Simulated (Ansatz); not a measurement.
# GaAs: the change of direct gap with volume per atom

Plane-wave density functional theory, PAW datasets, Gaussian smearing 0.05 eV: Kohn-Sham gaps of one periodic cell over its k-point mesh and, where one was run, its band path; band edges are those on the mesh. The results are calculated, by Ansatz 0.2.0.

Cell of the first row (space group F-43m, No. 216):
```
cell vectors (Å)
   0.0000     2.7913     2.7913
   2.7913     0.0000     2.7913
   2.7913     2.7913     0.0000
atoms (fractions of the cell vectors)
Ga  0.00000  0.00000  0.00000
As  0.75000  0.75000  0.75000
```

Settings of every row: paw set soft_2; functional PBEsol; spin treatment none; moment partition spheres; spin axis none; wave cutoff 420 eV; k mesh 10x10x10; SCF start atoms; lower state search light; symmetry use detected.

Atom first moment, atom hubbard u: 0 on all atoms.

Limits: semilocal functionals tend to give too small a gap; no spin-orbit coupling, which shifts gaps with heavier elements (GaAs).

Limits of some rows: a gap on the mesh alone may be smaller or close between its points (row 3, 7, 8, 9, 10).

```
row  volume per atom (Å³)  direct gap (eV)  band gap (eV)
  1                21.748            0.727          0.727
  2                22.201                ?              ?
  3                22.653            0.421          0.421
  4                22.654            0.421          0.421
  5                22.724            0.398          0.398
  6                22.815            0.368          0.368
  7                22.859            0.354          0.354
  8                23.027            0.301          0.301
  9                23.107            0.275          0.275
 10                 23.56            0.135          0.135
```

Question: what direct gap should row 2 give?

Worked fit of direct gap. Take t = volume per atom − 23, in Å³. The shown rows have t = -1.252, -0.347, -0.346, -0.276, -0.185, -0.141, 0.027, 0.107, 0.56. Least squares give direct gap = 0.3091 − 0.31805 × t + 0.01256 × t² eV; a straight line predicts inner rows, each left out in turn, worse (root mean square 0.0027 against 0.00034 eV). All shown rows lie on it to the printed digit. The withheld row has t = -0.799, so the fit gives 0.3091 − 0.31805 × (-0.799) + 0.01256 × (-0.799)² = 0.571 eV.

The calculation gave 0.572 eV. The fit lies 0.001 eV (0.17 % of the column's range) below it, one unit of the last digit.

The other values of row 2: band gap 0.572 eV.
